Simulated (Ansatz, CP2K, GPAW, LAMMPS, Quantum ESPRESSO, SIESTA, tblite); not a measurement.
**A faulty CP2K run on free surface of aqueous Ca2+ and SO4 2-, 6.5 mol of salt per kg of water at 360 K (189 atoms)**

Program: CP2K 2026.2, a calculation on a cell of 75 O, 6 S, 102 H and 6 Ca, with vacuum.

Input file input.inp:

```
&GLOBAL
  PROJECT cell
  RUN_TYPE ENERGY_FORCE
  PRINT_LEVEL LOW
&END GLOBAL
&FORCE_EVAL
  METHOD QS
  &DFT
    BASIS_SET_FILE_NAME BASIS_MOLOPT
    POTENTIAL_FILE_NAME GTH_POTENTIALS
    &MGRID
      CUTOFF 600
      REL_CUTOFF 50
      NGRIDS 5
    &END MGRID
    &QS
      EPS_DEFAULT 1.0E-12
    &END QS
    &SCF
      SCF_GUESS ATOMIC
      EPS_SCF 1.0E-06
      MAX_SCF 25
      &OT
        MINIMIZER DIIS
        PRECONDITIONER FULL_ALL
        ENERGY_GAP 0.001
      &END OT
      &OUTER_SCF
        EPS_SCF 1.0E-06
        MAX_SCF 2
      &END OUTER_SCF
      &PRINT
        &RESTART OFF
        &END RESTART
      &END PRINT
    &END SCF
    &XC
      &XC_FUNCTIONAL GGA
      &END XC_FUNCTIONAL
    &END XC
    &PRINT
      &MULLIKEN ON
      &END MULLIKEN
      &HIRSHFELD ON
        SHAPE_FUNCTION DENSITY
      &END HIRSHFELD
      &MO_CUBES
        NHOMO 1
        NLUMO 4
        WRITE_CUBE F
      &END MO_CUBES
    &END PRINT
  &END DFT
  &SUBSYS
    &CELL
      A 10.66860 0.00000 0.00000
      B 0.00000 10.66860 0.00000
      C 0.00000 0.00000 25.70910
    &END CELL
    &TOPOLOGY
      COORD_FILE_NAME structure.xyz
      COORD_FILE_FORMAT XYZ
    &END TOPOLOGY
    &KIND O
      BASIS_SET DZVP-MOLOPT-SR-GTH-q6
      POTENTIAL GTH-PBE-q6
    &END KIND
    &KIND S
      BASIS_SET DZVP-MOLOPT-SR-GTH-q6
      POTENTIAL GTH-PBE-q6
    &END KIND
    &KIND H
      BASIS_SET DZVP-MOLOPT-SR-GTH-q1
      POTENTIAL GTH-PBE-q1
    &END KIND
    &KIND Ca
      BASIS_SET DZVP-MOLOPT-SR-GTH-q10
      POTENTIAL GTH-PBE-q10
    &END KIND
  &END SUBSYS
  &PRINT
    &FORCES ON
    &END FORCES
  &END PRINT
&END FORCE_EVAL
```

Input file structure.xyz:

```xyz
189

O 8.52485 10.45555 11.22845
S 8.65405 9.77788 12.54141
O 8.26987 10.64129 13.59009
O 7.84334 8.60380 12.65299
O 9.99445 9.29128 12.70235
O 8.29420 8.17706 7.94154
S 7.50845 6.97588 7.83073
O 7.38075 6.35358 9.14421
O 6.19771 7.24035 7.27773
O 8.14932 6.03139 7.01499
[... 175 atom lines left out ...]
Ca 7.16887 1.54247 7.21449
Ca 5.18302 6.29661 10.23813
Ca 1.68905 1.39311 10.18852
Ca 7.32677 2.14706 14.18422
```

Run with:

```
> OMP_NUM_THREADS=1 mpirun -np 4 cp2k.psmp -i input.inp > output.txt
```

The program printed:

```text
*   ___                                                                       *
 *  /   \                                                                      *
 * [ABORT]                                                                     *
 *  \___/                    invalid value for enumeration:GGA                 *
 *    |                                                                        *
 *  O/|                                                                        *
 * /| |                                                                        *
```

The job ended after 0.73 s (4 MPI ranks of Arm Neoverse V1, shared host; peak memory 0.87 GiB).

Banners, paths, timers and routine set-up lines are dropped from the logs unmarked, and long logs keep their key lines alone; longer cuts are marked.

Q: Find the fault and mend it.

An unknown functional: functional gga. The sound run has functional pbe.

The program stopped at the start.

[Also dropped from logs without a mark: logging warnings of Python, and SIESTA's first energy breakdown and zero terms.]

[Logs are printed without paths, hosts, clocks, repeated set-up lines and the standing remarks that a program may print on its own settings, such as how far it seeks lower states.]

[Hosts, paths, dates, database ids (printed as entryN), source tags and the programs' standing remarks are cut or masked in the printed files.]
